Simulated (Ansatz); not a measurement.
# Na (Na, beta-Sn type): the cost of one run

Program: Ansatz 0.2.0. Level of theory: DFT PBE, plane waves (420 eV) with PAW, scalar-relativistic. These are calculated values, not measurements.

### Step 1. The starting structure

It takes space group I4_1/amd (No. 141, tetragonal). The conventional cell has a = 6.620 Å, b = 6.620 Å, c = 3.614 Å, α = 90.00°, β = 90.00°, γ = 90.00°. Around Na (site symmetry -4m2) lie 6 Na at 3.43 to 3.61 Å.

Structure file:

```
CELL_PARAMETERS angstrom
-3.30983 3.30983 1.80717
3.30983 -3.30983 1.80717
3.30983 3.30983 -1.80717
ATOMIC_POSITIONS crystal
Na 0.00000 0.00000 0.00000
Na 0.75000 0.25000 0.50000
```

### Step 2. Geometry optimisation

File input.yaml:

```yaml
crystal:
  lattice:
    - [-3.3098293414, 3.3098293414, 1.8071668204]
    - [3.3098293414, -3.3098293414, 1.8071668204]
    - [3.3098293414, 3.3098293414, -1.8071668204]
  atoms:
    - { symbol: Na, position: [0.0, 0.0, 0.0] }
    - { symbol: Na, position: [0.75, 0.25, 0.5] }
hamiltonian:
  xc: pbe
  pseudopotentials:
    kind: paw
    azcp:
      Na: "pseudopotentials/Na.paw.azcp"
basis:
  ecutwfc: 420
  fft_grid_basis: typed
kpoints:
  mp_grid: { grid: [10, 10, 7], shift: [0, 0, 0] }
magnetization:
  spin_polarized: false
scf:
  occupations: { method: fermi_dirac, width: 0.1 }
relax:
  max_steps: 60
  f_tol: 0.01
  cell: {}
```

The run is started by

```console
ansatz run input.yaml --threads 1 --pin off --max-ram 3584MiB --backend cpu --events-out ev --progress --plain --runs-dir out
```

Q: Estimate wall time and peak memory on 1 thread of Intel Xeon Platinum 8259CL at 2.50GHz (Skylake/Cascade Lake), shared host.

About 3.7 min, with a peak of 0.67 GiB.
